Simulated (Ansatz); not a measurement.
## Tc and the effect of the functional

The structure is hexagonal, space group P6_3/mmc (No. 194). Conventional cell: a = 2.739 Å, b = 2.739 Å, c = 8.770 Å, α = 90.00°, β = 90.00°, γ = 120.00°. Around Tc (site symmetry -6m2) lie 12 Tc at 2.70 to 2.74 Å. Around Tc (site symmetry -3m) lie 12 Tc at 2.70 to 2.74 Å.

Kept alike: task band structure; k mesh 11 × 11 × 3; occupations fermi-dirac, width 0.05 eV; no spin polarisation. Program: Ansatz, all-electron LAPW, scalar-relativistic. The mesh is that of the run's cell of 4 atoms. No spin-orbit coupling.

```csv
functional,pressure (GPa)
LDA,-10.60
PBE,4.28
PBEsol,-5.26
```

Pressure is positive in compression. For a metal such a mesh leaves the last digits unconverged.

Problem. What does the functional change here?

Solution. The pressure runs from -10.60 (LDA) to 4.28 GPa (PBE). From PBE: LDA -14.88; PBEsol -9.54. A positive pressure means that the functional's own cell is larger than the one given, a negative one that it is smaller.
